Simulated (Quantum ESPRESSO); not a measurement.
Crystal: TaN.

```xyz
2
Lattice="0.0000 2.1790 2.1790 2.1790 0.0000 2.1790 2.1790 2.1790 0.0000" Properties=species:S:1:pos:R:3 pbc="T T T"
Ta    2.1790    2.1790    2.1790
N     0.0000    0.0000    0.0000
```

```yaml
Program: Quantum ESPRESSO 7.5
Task: phonons
Functional: PBE
Potentials_or_basis: JTH 2.0 PBE
Cutoff: 707 eV
Density_cutoff: 4245 eV
k_mesh: 10 × 10 × 10
Occupations: gaussian, width 0.2 eV
Spin: no spin polarisation
Mixing_beta: 0.5
Most_SCF_iterations: 120
SCF_threshold: 4e-10 Ry
```

At Γ the optical frequencies are 431 431 431 cm⁻¹, at a pressure of 13.9 GPa.

Problem. How do the modes respond when the cell is scaled evenly, at fixed shape?

Solution. The highest mode has a Grüneisen parameter of 2.96 and moves by +3.3 cm⁻¹ per GPa. None of the listed modes softens on compression. The pressures give a bulk modulus of about 390 GPa.

Frequencies at 99 % and 101 % of the volume (pressures 17.9 and 10.1 GPa), ions relaxed:
```csv
mode,99 % (cm⁻¹),101 % (cm⁻¹),Grüneisen parameter
4,441.8,416.4,2.96
5,441.8,416.4,2.96
6,441.8,416.4,2.96
```

Modes are matched by their order; those that don't vary smoothly over the three volumes are left out.

Caveat: the cell is more than 3 GPa from zero pressure, which shifts response properties.
